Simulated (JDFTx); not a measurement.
RbBr under changes of volume

One of the cells (40.248 Å³/atom); the others are scaled copies at fixed shape and fractional positions:

```
Rb Br
1.0
     0.00000    3.42700    3.42700
     3.42700    0.00000    3.42700
     3.42700    3.42700    0.00000
Rb Br
1 1
Direct
  0.00000 0.00000 0.00000
  0.50000 0.50000 0.50000
```

- Program: JDFTx 1.7.0 (patched build)
- Functional: r2SCAN
- Potentials or basis: SG15-PBE-1.2
- Cutoff: 1088 eV
- Density cutoff: 8708 eV
- k mesh: 5 × 5 × 5
- Occupations: fermi-dirac, width 0.05 eV
- Spin: no spin polarisation

```tsv
volume (Å³/atom)	energy over the lowest point (meV/atom)	pressure (GPa)	gap on the mesh (eV)
37.833	17.72	1.7	5.01
38.638	10.43	1.2	4.95
39.443	5.23	0.8	4.89
40.248	1.90	0.5	4.84
41.053	?	?	?
41.858	0.00	-0.1	4.74
42.663	1.09	-0.3	4.70
```

**Question.** What does the run at 41.053 Å³/atom give?

**Answer.** Energy over the lowest point 0.21 meV/atom; pressure 0.2 GPa; gap on the mesh 4.79 eV.

Worked out: A Birch-Murnaghan fit of order 3 (a polynomial in V^(-2/3)) to the other rows has its minimum at 41.58 Å³/atom with B0 = V·E''(V) = 14.0 GPa and B' = 5.1. It gives 0.22 meV/atom at 41.053 Å³/atom, against the run's 0.21, and -dE/dV = 0.2 GPa, against 0.2. A straight line through the other rows of the gap, of slope -2.58 eV per unit of ln V (its deformation potential), gives 4.79 eV, against the run's 4.79.

Energies are extrapolated to zero smearing.

Caveats: the potentials were made for another functional, which shifts forces and pressure.

Spin-orbit coupling on Br, Rb is left out.
